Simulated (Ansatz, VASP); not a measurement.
## NaF: VASP beside Ansatz

INCAR

```
SYSTEM = NaF
ALGO = Normal
EDIFF = 1E-6
ENCUT = 520
GGA = PE
ISIF = 2
ISMEAR = 0
LASPH = .TRUE.
LCHARG = .TRUE.
LELF = .TRUE.
LREAL = .FALSE.
LVHAR = .TRUE.
LWAVE = .FALSE.
NBANDS = 14
NELM = 60
PREC = Accurate
SIGMA = 0.01
```

KPOINTS

```
k-points
0
G
  8 8 8
  0 0 0
```

File POSCAR:

```
NaF
1.0
    2.8063225776      0.0000000000      0.0000000000
    0.0000000000      2.8063225776      0.0000000000
    0.0000000000      0.0000000000      2.8063225776
Na F
1 1
Direct
    0.0000000000      0.0000000000      0.0000000000
    0.5000000000      0.5000000000      0.5000000000
```

Input for Ansatz:

```yaml
crystal:
  lattice:
    - [2.8063225776, 0.0, 0.0]
    - [0.0, 2.8063225776, 0.0]
    - [0.0, 0.0, 2.8063225776]
  atoms:
    - { symbol: Na, position: [0.0, 0.0, 0.0] }
    - { symbol: F, position: [0.5, 0.5, 0.5] }
kpoints:
  mp_grid: { grid: [8, 8, 8] }
hamiltonian:
  xc: pbe
scf:
  occupations: { method: fixed }
  n_extra_bands: 4
output:
  forces: true
  stress: true
  eigenvalues: true
```

Alike in both runs: task single point; functional PBE; k mesh 8 × 8 × 8; no spin polarisation.

|  | VASP | Ansatz |
| --- | --- | --- |
| version | VASP 6.6.1 | Ansatz 0.2.0 |
| potentials or method | VASP PAW PBE potentials, release 64 (Na_pv, F) | plane waves, PAW |
| plane-wave cutoff (eV) | 520 | 420 |
| occupations | gaussian, width 0.01 eV | fixed |
| valence electrons in the cell | 14 | 16 |

VASP gave:

| Quantity | Value |
| --- | --- |
| gap on the k mesh at the Fermi level (eV) | 6.02 |
| pressure (GPa) | 3.3 |

What did Ansatz give for the same quantities?

gap on the k mesh at the Fermi level (eV): 6.04; pressure (GPa): 3.5.

The two sets of potentials don't hold the same shells in valence.

A k mesh can miss the band edges.
